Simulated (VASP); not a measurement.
The system is W.

```
W
1.0
     0.00000    2.03000    2.03000
     2.03000    0.00000    2.03000
     2.03000    2.03000    0.00000
W
1
Direct
  0.00000 0.00000 0.00000
```

This isn't the form of W at room conditions, which is bcc.

| Item | Value |
| --- | --- |
| Program | VASP 6.6.1 |
| Task | relaxation of cell and atoms |
| Functional | SCAN |
| Potentials or basis | VASP PAW PBE potentials, release 64 (W_sv) |
| Cutoff | 600 eV |
| k mesh | 11 × 11 × 11 |
| Occupations | fermi-dirac, width 0.05 eV |
| Spin | no spin polarisation |

At the start: pressure -14.6 GPa; volume 16.73 Å³/atom.

Q: How do energy, volume and symmetry change on relaxing?

A: Over 5 steps the energy falls by 38.1 meV/atom and the volume is 15.91 Å³/atom (-4.9 %); space group Fm-3m (No. 225, to 0.05 Å).

The path:
| step | energy change (eV) | largest force (eV/Å) | pressure (GPa) | volume (Å³) |
| --- | --- | --- | --- | --- |
| 1 | 0.0000 | 0.0000 | -14.55 | 16.73 |
| 2 | 0.5317 | 0.0000 | 80.20 | 13.31 |
| 3 | -0.0378 | 0.0000 | -1.57 | 15.99 |
| 4 | -0.0381 | 0.0000 | -0.25 | 15.93 |
| 5 | -0.0381 | 0.0000 | 0.07 | 15.91 |

Final structure:
```
CELL_PARAMETERS angstrom
0.00000 1.99624 1.99624
1.99624 0.00000 1.99624
1.99624 1.99624 0.00000
ATOMIC_POSITIONS crystal
W 0.00000 0.00000 0.00000
```

Caveat: the PAW data sets were made with another functional, which shifts forces and pressure a little.
